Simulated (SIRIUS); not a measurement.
The system is HfO2.

```
Hf O
1.0
     0.00000    2.55750    2.55750
     2.55750    0.00000    2.55750
     2.55750    2.55750    0.00000
Hf O
1 2
Direct
  0.00000 0.00000 0.00000
  0.75000 0.75000 0.75000
  0.25000 0.25000 0.25000
```

Measurements of this composition are mostly on another form, of space group No. 14.

Base run:

* Program: SIRIUS 7.10.0
* Functional: LDA
* Potentials or basis: PseudoDojo 0.4.1 PBE standard (scalar relativistic)
* Cutoff: 1152 eV
* Density cutoff: 4606 eV
* k mesh: 9 × 9 × 9
* Occupations: fermi-dirac, width 0.05 eV
* Spin: no spin polarisation

Its results: band gap on the k mesh 3.62 eV; pressure -16.6 GPa.

Q: The run is repeated on the same cell with these changes: functional from LDA to PBEsol; libxc names from ["XC_LDA_X", "XC_LDA_C_PW"] to ["XC_GGA_X_PBE_SOL", "XC_GGA_C_PBE_SOL"]. What comes out?

A: Band gap on the k mesh 3.75 eV; pressure -11.5 GPa.

Caveats: the potentials were made for another functional, which shifts forces and pressure; spin-orbit coupling is left out, which moves the levels of the heavy elements; an odd mesh through Γ misses points on the zone boundary, where band edges often lie.
